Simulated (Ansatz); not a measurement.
Computed with Ansatz on PBE0-D4/def2-TZVP structures; ΔE is electronic, products minus reactants. CCSD(T)/CBS is the MP2 limit (def2-TZVPP, def2-QZVPP) plus CCSD(T) − MP2 in def2-TZVPP, frozen cores. This one scheme is used for every species. DFT in def2-TZVPP. B3LYP here is the variant with VWN-RPA as its local correlation; programs differ in this. Each species was taken in one conformer, which may not be the lowest.

Reaction (ligand exchange at the Si–N bond): `[AlH2][NH][SiH3]` + `NC(N)=O` → `NC(=O)N[SiH3]` + `[NH2][AlH2]`

```json
{"level": "PBE-D4", "ΔE (kJ/mol)": "-0.5", "difference from CCSD(T)/CBS": "1.2"}
{"level": "r2SCAN-D4", "ΔE (kJ/mol)": "-0.6", "difference from CCSD(T)/CBS": "1.1"}
{"level": "PBE0-D4", "ΔE (kJ/mol)": "0.6", "difference from CCSD(T)/CBS": "2.3"}
{"level": "B3LYP-D4", "ΔE (kJ/mol)": "-0.8", "difference from CCSD(T)/CBS": "0.9"}
{"level": "ωB97X-V", "ΔE (kJ/mol)": "-0.8", "difference from CCSD(T)/CBS": "0.9"}
{"level": "ωB97M-V", "ΔE (kJ/mol)": "-1.1", "difference from CCSD(T)/CBS": "0.6"}
{"level": "B2PLYP", "ΔE (kJ/mol)": "0.1", "difference from CCSD(T)/CBS": "1.8"}
{"level": "PBE", "ΔE (kJ/mol)": "0.5", "difference from CCSD(T)/CBS": "2.2"}
{"level": "r2SCAN", "ΔE (kJ/mol)": "-0.2", "difference from CCSD(T)/CBS": "1.5"}
{"level": "PBE0", "ΔE (kJ/mol)": "1.4", "difference from CCSD(T)/CBS": "3.1"}
{"level": "B3LYP", "ΔE (kJ/mol)": "0.6", "difference from CCSD(T)/CBS": "2.3"}
{"level": "HF/def2-TZVPP", "ΔE (kJ/mol)": "3.3", "difference from CCSD(T)/CBS": "5.0"}
{"level": "MP2/def2-TZVPP", "ΔE (kJ/mol)": "-0.7", "difference from CCSD(T)/CBS": "1.0"}
{"level": "SCS-MP2/def2-TZVPP", "ΔE (kJ/mol)": "0.0", "difference from CCSD(T)/CBS": "1.7"}
{"level": "CCSD/def2-TZVPP", "ΔE (kJ/mol)": "0.2", "difference from CCSD(T)/CBS": "1.9"}
{"level": "CCSD(T)/def2-TZVPP", "ΔE (kJ/mol)": "-0.4", "difference from CCSD(T)/CBS": "1.3"}
{"level": "HF/def2-QZVPP", "ΔE (kJ/mol)": "3.0", "difference from CCSD(T)/CBS": "4.7"}
{"level": "MP2/def2-QZVPP", "ΔE (kJ/mol)": "-1.5", "difference from CCSD(T)/CBS": "0.2"}
{"level": "SCS-MP2/def2-QZVPP", "ΔE (kJ/mol)": "-0.7", "difference from CCSD(T)/CBS": "1.0"}
{"level": "HF/CBS(def2)", "ΔE (kJ/mol)": "3.0", "difference from CCSD(T)/CBS": "4.7"}
{"level": "MP2/CBS(def2)", "ΔE (kJ/mol)": "-1.9", "difference from CCSD(T)/CBS": "-0.2"}
{"level": "CCSD/CBS(def2)", "ΔE (kJ/mol)": "-1.1", "difference from CCSD(T)/CBS": "0.6"}
{"level": "CCSD(T)/CBS", "ΔE (kJ/mol)": "-1.7", "difference from CCSD(T)/CBS": "0"}
```

Largest T1 diagnostic among the species: 0.014.

In def2-TZVPP, CCSD(T) changes the Hartree–Fock value by −3.7 kJ/mol (the triples alone add −0.6 kJ/mol) and MP2 by −4.0 kJ/mol.

CCSD(T)/CBS has its own doubt, a few kJ/mol and more with outer-core shells, so smaller differences from it don't rank the levels.
